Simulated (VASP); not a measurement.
BN:

```
N B
1.0
     0.00000    1.81300    1.81300
     1.81300    0.00000    1.81300
     1.81300    1.81300    0.00000
N B
1 1
Direct
  0.25000 0.25000 0.25000
  0.00000 0.00000 0.00000
```

The cell is a database's computed one.

Program: VASP 6.6.1. Alike in all runs: task single point; level PBE0(alpha); potentials or basis VASP PAW PBE potentials, release 64 (N, B); no spin polarisation; cell as given; k mesh 7 × 7 × 7; cutoff (eV) 520; smearing fermi-dirac 0.05 eV; the mesh is coarse, so values aren't converged.

Q: Order these runs on this cell by their band gap on the k mesh, lowest first.
A. share of exact exchange 0.3
B. share of exact exchange 0.1
C. share of exact exchange 0.15
D. share of exact exchange 0.5
E. share of exact exchange 0.05

A: E (5.11 eV), B (5.53 eV), C (5.95 eV), A (7.23 eV), D (8.96 eV).

Caveats: all runs use coarse meshes; an odd mesh through Γ misses points on the zone boundary, where band edges often lie.
